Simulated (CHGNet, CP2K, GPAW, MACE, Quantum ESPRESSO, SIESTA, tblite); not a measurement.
# Forces in SrC2 (I4/mmm) (108 atoms), program by program

One geometry of SrC2 (I4/mmm) (108 atoms) is solved by several programs and methods. How far do their forces lie from a plane-wave PBE run?

Results are calculated, not measured.

### 1. The structure

The cell holds 108 atoms (36 Sr and 72 C), with edges of 12.34, 12.34 and 13.53 Å. Recipe: SrC2, space group I4/mmm, structure from the Crystallography Open Database, 3 x 3 x 2 conventional cells; every coordinate displaced by a Gaussian of 0.06 Å. Then every atom was moved at random, 0.05 Å r.m.s. a Cartesian component. The density is 3.24 g/cm³.

### 2. The reference input

Quantum ESPRESSO 7.5: Kohn-Sham DFT, PBE, SSSP efficiency 1.3.0 pseudopotentials, plane waves. Its input, pw.in:

```
&control
  calculation = 'scf'
  pseudo_dir = './pseudo'
  outdir = './tmp'
  disk_io = 'none'
  tprnfor = .true.
  tstress = .true.
/
&system
  ibrav = 0
  nat = 108
  ntyp = 2
  ecutwfc = 45
  ecutrho = 360
  nosym = .true.
  occupations = 'smearing'
  smearing = 'fd'
  degauss = 0.003675
/
&electrons
  conv_thr = 5.4e-07
  electron_maxstep = 100
  mixing_beta = 0.2
  mixing_mode = 'local-TF'
  diagonalization = 'david'
/
ATOMIC_SPECIES
Sr 87.620 Sr.upf
C 12.011 C.upf
CELL_PARAMETERS angstrom
12.34290 0.00000 0.00000
0.00000 12.34290 0.00000
0.00000 0.00000 13.53200
ATOMIC_POSITIONS crystal
Sr 0.00295 0.99870 0.99716
Sr 0.16436 0.17096 0.25614
C 0.98191 0.99526 0.20148
C 0.00435 0.99615 0.29965
[... 102 atom lines left out ...]
C 0.82091 0.83170 0.94982
C 0.83303 0.83922 0.55391
K_POINTS gamma
```

```console
$ OMP_NUM_THREADS=1 pw.x -in pw.in > output.txt
```

Elapsed: 28 min, on 1 thread of Arm Neoverse V1, shared host; peak memory 4.7 GiB.

It converged with an r.m.s. force component of 12 eV/Å and a pressure of 13 GPa.

Its highest filled and lowest empty levels lie 1.81 eV apart on its k-points.

### 3. What was run beside it

- CHGNet: machine-learned potential, published weights.
- CP2K 2026.2: Gaussian basis with GTH pseudopotentials and a plane-wave density; labels give functional, basis (MOLOPT sets; SR short-range, UZH the newer set with its own potentials), grid cutoff/relative cutoff and solver (OT: orbital transformation; TRS4, TC2, SIGN: linear-scaling purification with its sparsity filter), or its built-in tight binding.
- GPAW 26.7.0: PAW with atomic orbitals (LCAO), plane waves or a real-space grid of spacing h.
- MACE: machine-learned potential, published weights.
- Quantum ESPRESSO 7.5: plane waves; labels (QE) give functional, pseudopotential set and cutoffs of waves/density.
- SIESTA 5.4.2: numerical atomic orbitals, whose automatically made sets are far from complete, with PseudoDojo norm-conserving potentials that we converted to its format (checked against plane waves on the same files for H, C, O, Si, Ge and Ca alone); labels give functional, basis size, energy shift and mesh cutoff.
- tblite 0.8.0: extended tight binding, driven from Python.

All use the same cell and atoms, and the electronic-structure runs the same k-mesh.

### 4. All runs compared

Differences are against the reference: forces as r.m.s. over components, share as that over the reference's r.m.s. force, slope as the fitted ratio of a run's forces to the reference's.

| run | Δ force, r.m.s. (meV/Å) | share (%) | slope | Δ pressure (GPa) | Δ gap (eV) | cores | CPU time | memory (GiB) |
| --- | --- | --- | --- | --- | --- | --- | --- | --- |
| reference | - | - | - | - | - | 1 | 28 min | 4.7 |
| CHGNet r2SCAN potential | 1435 | 12.2 | 1.086 | 0.898 | - | 1 | 3.9 s | 0.97 |
| CP2K PBE, DZVP-UZH, 600/50 Ry, diagonalisation | 390 | 3.31 | 0.971 | 0.0328 | -0.0151 | 2 | 9.9 min | 6.0 |
| GPAW PBE, LCAO dzp, h 0.2 Å | 758 | 6.43 | 1.048 | - | 0.0456 | 2 | 21 min | 3.3 |
| GPAW PBE, LCAO szp(dzp), h 0.2 Å (coarse) | 966 | 8.20 | 1.063 | - | 0.0966 | 1 | 11 min | 2.4 |
| GPAW revPBE, LCAO dzp, h 0.2 Å | 857 | 7.27 | 1.055 | - | 0.0952 | 2 | 20 min | 3.2 |
| MACE MP-0b2 small potential | 1194 | 10.1 | 0.925 | -0.239 | - | 1 | 7 s | 0.67 |
| MACE MPA-0 medium potential | 383 | 3.25 | 1.027 | -0.0793 | - | 1 | 9.4 s | 1.0 |
| QE PBE, sssp-1.3.0-efficiency, 25/200 Ry (coarse) | 450 | 3.82 | 1.026 | -5.90 | -0.0464 | 4 | 14 min | 2.2 |
| SIESTA PBE, DZP, shift 0.01 Ry, mesh 100 Ry (coarse) | 2173 | 18.4 | 1.171 | 5.38 | 0.659 | 2 | 1.8 min | 0.76 |
| SIESTA PBE, DZP, shift 0.01 Ry, mesh 300 Ry | 2174 | 18.4 | 1.171 | 5.38 | 0.658 | 4 | 6.7 min | 2.2 |
| SIESTA PBE, SZP, shift 0.01 Ry, mesh 300 Ry (coarse) | 2960 | 25.1 | 1.222 | 5.91 | 1.13 | 2 | 5.1 min | 1.7 |
| tblite GFN1-xTB | 765 | 6.49 | 1.054 | -14.5 | - | 1 | 8.1 s | 0.14 |

Rows marked coarse were listed beforehand as settings not expected to be converged; some can still land near the reference.

Times of the machine-learned potentials are mostly Python's start and the loading of weights.

Runs without a result: GPAW PBE, LCAO sz(dzp), h 0.2 Å (cut off at its time limit).

CPU time is summed over cores on shared hosts, so it is rough.

### 5. What came out

Forces lie from 3.3 % (MACE MPA-0 medium potential) to 25 % (SIESTA PBE, SZP, shift 0.01 Ry, mesh 300 Ry, coarse) of the reference's r.m.s. force of 12 eV/Å away from it. The PBE runs in local orbitals, coarse settings apart, differ by 3.3 % (CP2K PBE, DZVP-UZH, 600/50 Ry, diagonalisation) to 18 % (SIESTA PBE, DZP, shift 0.01 Ry, mesh 300 Ry); basis, grid and potentials can all enter. Tight binding differs by 6.5 % (tblite GFN1-xTB); it is another model, with fitted parameters of its own, and the xTB methods hold dispersion. Machine-learned potentials differ by 3.3 % (MACE MPA-0 medium potential) to 12 % (CHGNet r2SCAN potential); they were trained on other programs' data, some at another functional.

Rows with another functional or a dispersion term differ by 7.3 % (GPAW revPBE, LCAO dzp, h 0.2 Å), which mixes the change of model with differences of basis and potentials. Runs with settings chosen to be coarse differ by 3.8 % (QE PBE, sssp-1.3.0-efficiency, 25/200 Ry) to 25 % (SIESTA PBE, SZP, shift 0.01 Ry, mesh 300 Ry), their programs' other errors included. SIESTA PBE, SZP, shift 0.01 Ry, mesh 300 Ry stiffens the forces by a factor of 1.22 while following their directions (correlation 0.995); the slopes of the 3 SIESTA runs lie between 1.17 and 1.22; the difference isn't even, but is largest on one element. From SIESTA PBE, DZP, shift 0.01 Ry, mesh 100 Ry to the finer SIESTA PBE, DZP, shift 0.01 Ry, mesh 300 Ry the share goes from 18.4 to 18.4 %, so the grid isn't what parts these runs from the reference. Pressures at PBE, coarse settings apart, lie +0.03 to +5.38 GPa from the reference's. Gaps at PBE, coarse settings apart, lie -0.02 to +0.66 eV from the reference's, on k-points that hold the band edges only if these fold onto them.

**Limits.** Periodic xTB results under one method name differ between programs and library versions. The reference's pressure holds the uncorrected Pulay stress of its 45 Ry basis, so small pressure differences may be the reference's own error. Machine-learned potentials mimic data converged in k, so the reference's own k-point error enters their differences. The reference's stress is far from hydrostatic: its diagonal is 0.4, 0.5, 37.2 GPa, compression counted positive. The published positions, changed by the recipe (random displacements or longer bonds to H), lie far from the minimum at this level of theory. The electronic-structure runs sample only Γ, in a cell whose shortest periodic width is 12 Å. The reference's pressure of 13 GPa reflects the volume that the recipe set, positions that aren't this level's minimum and the coarse k-sampling. Where levels are smeared, the DFT runs use Fermi–Dirac occupations at 580 K (0.05 eV), and energies are free energies. The atoms were displaced at random, and shares hang on the size of the forces that this gives. The reference's cutoffs and mesh weren't converged further here.

[Logs are printed without paths, hosts, clocks, repeated set-up lines and the standing remarks that a program may print on its own settings, such as how far it seeks lower states.]

[Hosts, paths, dates, database ids (printed as entryN), source tags and the programs' standing remarks are cut or masked in the printed files.]

[Cells were taken only where this reference lay near another plane-wave run.]
